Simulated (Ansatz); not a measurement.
# MnS (Browneite): the cost of one run

Method: DFT PBE+U (U_eff = 3.9 eV on Mn 3d), scalar-relativistic, plane waves, PAW, in Ansatz 0.2.0.

## 1. The structure to begin with

The structure is cubic, space group F-43m (No. 216). Conventional cell: a = 5.749 Å, b = 5.749 Å, c = 5.749 Å, α = 90.00°, β = 90.00°, γ = 90.00°. Mn (site symmetry -43m) is surrounded by 4 S at 2.49 Å. S (site symmetry -43m) is surrounded by 4 Mn at 2.49 Å.

Structure file:

```
Mn S
1.0
     0.00000    2.87434    2.87434
     2.87434    0.00000    2.87434
     2.87434    2.87434    0.00000
Mn S
1 1
Direct
  0.00000 0.00000 0.00000
  0.25000 0.25000 0.25000
```

This cell comes from an earlier session at PBE+U (U_eff = 3.9 eV on Mn 3d): 23.747 Å³/atom at -0.03 GPa, on a 6×6×6 mesh.

## 2. Antiferromagnetic, propagation vector (1, 0, 0)

input.yaml reads:

```yaml
crystal:
  lattice:
    - [0.0, 2.8743393506, -2.8743393506]
    - [0.0, 2.8743393506, 2.8743393506]
    - [5.7486787012, 0.0, 0.0]
  atoms:
    - { symbol: Mn, position: [0.0, 0.0, 0.0], spin: 5.0 }
    - { symbol: S, position: [0.0, 0.5, 0.25] }
    - { symbol: Mn, position: [0.5, 0.5, 0.5], spin: -5.0 }
    - { symbol: S, position: [0.5, 1.0, 0.75] }
basis:
  ecutwfc: 300
  ecutrho_ratio: 4
kpoints:
  mp_grid: { grid: [4, 4, 4] }
hamiltonian:
  xc: pbe
  hubbard: { sites: [{ species: Mn, l: d, u_eff: 3.9 }] }
scf:
  occupations: { method: gaussian, width: 0.05 }
output:
  forces: true
  stress: true
  eigenvalues: true
  populations: true
  hubbard: { sites: [{ species: Mn, l: d }] }
magnetization:
  spin_polarized: true
```

Launch:

```
$ ansatz run input.yaml --threads 1 --pin off --max-ram 2560MiB --backend cpu --events-out ev --progress --plain --runs-dir out
```

**Question.** How long does this run take on 1 thread of Arm Neoverse V2, shared host, and how much memory does it need?

About 6.9 s, with a peak of 0.37 GiB.
